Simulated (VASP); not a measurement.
A run of VASP 6.6.1:

Contents of INCAR:

```
SYSTEM = TiSi2
  PREC = Accurate
  ENCUT = 600
  EDIFF = 1E-7
  ISMEAR = 1
  SIGMA = 0.1
  LREAL = .FALSE.
  LASPH = .TRUE.
  NELM = 80
  ALGO = Normal
  ISIF = 3
  LWAVE = .FALSE.
  LCHARG = .FALSE.
  GGA = PE
  IVDW = 12
  IBRION = 2
  NSW = 90
  EDIFFG = -0.005
  KPAR = 2
```

Contents of KPOINTS:

```
Automatic mesh
0
G
  10 10 10
  0 0 0
```

Contents of POSCAR:

```
TiSi2                                   
1.0
    0.0000000000      4.0649170772      4.2297733783
    2.3670773553      0.0000000000      4.2297733783
    2.3670773553      4.0649170772      0.0000000000
  Ti              Si            
     2     4
Direct
     0.7500000000000000    0.7500000000000000    0.7500000000000000
     0.5000000000000000    0.5000000000000000    0.5000000000000000
     0.0865029636624878    0.4134970363375122    0.0865029636624878
     0.4134970363375122    0.0865029636624878    0.4134970363375122
     0.1634970363375122    0.8365029636624880    0.1634970363375122
     0.8365029636624880    0.1634970363375122    0.8365029636624880
```

Potentials or basis: VASP PAW PBE potentials, release 64 (Ti_sv, Si).

Run with:

```sh
$ cat potpaw_PBE.64/Ti_sv/POTCAR potpaw_PBE.64/Si/POTCAR > POTCAR
$ mpirun -np 2 vasp_std > vasp.out
```

Hardware: 2 MPI ranks on Intel(R) Xeon(R) 6975P-C (Granite Rapids), with other jobs on the host.

**Question.** How long does it take, and how much memory?

**Answer.** Wall time 3.9 min on 2 MPI ranks on Intel(R) Xeon(R) 6975P-C (Granite Rapids), on a shared host, peak memory 0.52 GiB a rank. Counts: scf iterations 23, k points 171, ion steps 2.
